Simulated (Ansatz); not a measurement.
## NbH2 under strain

Method: DFT PBEsol, scalar-relativistic, plane waves, PAW in Ansatz 0.2.0. (420 eV cutoff, 12×12×8 k-mesh, Gaussian smearing of 0.10 eV, no spin polarisation)

Starting point, cell and atoms relaxed:

```yaml
crystal:
  lattice:
    - [2.25898, 2.25898, 0.00000]
    - [-2.25898, 2.25898, 0.00000]
    - [0.00000, 0.00000, 4.51795]
  atoms:
    - { symbol: Nb, position: [0.00000, 0.00000, 0.00000] }
    - { symbol: Nb, position: [0.50000, 0.50000, 0.50000] }
    - { symbol: H, position: [0.00000, 0.50000, 0.75000] }
    - { symbol: H, position: [0.50000, 0.00000, 0.75000] }
    - { symbol: H, position: [0.50000, 0.00000, 0.25000] }
    - { symbol: H, position: [0.00000, 0.50000, 0.25000] }
```

Deformation: all cell vectors scaled alike, the atoms relaxed, all within the symmetry that the strain leaves. Energies are extrapolated to zero smearing.

| strain (%) | ΔE (meV/atom) | a (Å) | b (Å) | c (Å) |
| --- | --- | --- | --- | --- |
| -4.5 | 96.5 | 3.051 | 3.051 | 4.315 |
| -3.0 | 40.9 | 3.099 | 3.099 | 4.382 |
| -1.5 | 9.7 | 3.147 | 3.147 | 4.450 |
| +0.0 | 0.0 | 3.195 | 3.195 | 4.518 |
| +1.5 | 8.9 | 3.243 | 3.243 | 4.586 |
| +3.0 | 34.1 | 3.291 | 3.291 | 4.653 |
| +4.5 | 73.4 | 3.338 | 3.338 | 4.721 |

(1) What stiffness (1/V) d²E/dε² at zero strain does a cubic fit over all points give?

Results:

(1) A cubic fit gives (1/V) d²E/dε² = 1751 GPa at zero strain (nine times the bulk modulus at fixed shape).